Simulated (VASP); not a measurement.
Write the native input for VASP 6.6.1 that does the following.

* Task: single point
* Functional: PBE
* Potentials or basis: VASP PAW PBE potentials, release 64 (Cu, O)
* Cutoff: 520 eV
* k mesh: 8 × 8 × 8
* Occupations: gaussian, width 0.02 eV
* Spin: no spin polarisation
* Further INCAR settings: ALGO = Normal; EDIFF = 1e-07

The structure of Cu2O lies in POSCAR:

```
Cu2O                                    
1.0
    4.3262783669      0.0000000000      0.0000000000
    0.0000000000      4.3262783669      0.0000000000
    0.0000000000      0.0000000000      4.3262783669
  Cu              O             
     4     2
Direct
     0.2500000000000000    0.2500000000000000    0.2500000000000000
     0.2500000000000000    0.7500000000000000    0.7500000000000000
     0.7500000000000000    0.7500000000000000    0.2500000000000000
     0.7500000000000000    0.2500000000000000    0.7500000000000000
     0.0000000000000000    0.0000000000000000    0.0000000000000000
     0.5000000000000000    0.5000000000000000    0.5000000000000000
```

These files were run (other wordings do the same):

INCAR

```
PREC     = Accurate       # precision mode
ENCUT    = 520            # plane-wave cutoff, eV
EDIFF    = 1E-7           # SCF threshold, eV
ISMEAR   = 0              # smearing method
SIGMA    = 0.02           # smearing width, eV
LREAL    = False          # projectors in reciprocal space
LASPH    = True           # aspherical terms in the spheres
NELM     = 60             # most SCF steps
ALGO     = Normal         # electronic algorithm
ISIF     = 2              # what is computed and relaxed
LWAVE    = False          # write WAVECAR
LCHARG   = False          # write CHGCAR
GGA      = PE             # functional
KPAR     = 8
```

KPOINTS

```
Automatic mesh
0
Gamma
  8 8 8
```

Potentials or basis: VASP PAW PBE potentials, release 64 (Cu, O).

The run is started by

```console
$ cat potpaw_PBE.64/Cu/POTCAR potpaw_PBE.64/O/POTCAR > POTCAR
$ mpirun -np 8 vasp_std > vasp.out
```

Results of the run:

```
Pressure               : -1.4 GPa
Band gap on the k mesh : 0.44 eV, direct
```

Wall time 35 s on 8 MPI ranks on Intel(R) Xeon(R) Platinum 8175M CPU @ 2.50GHz (Skylake/Cascade Lake) (shared host), peak memory 0.22 GiB a rank.
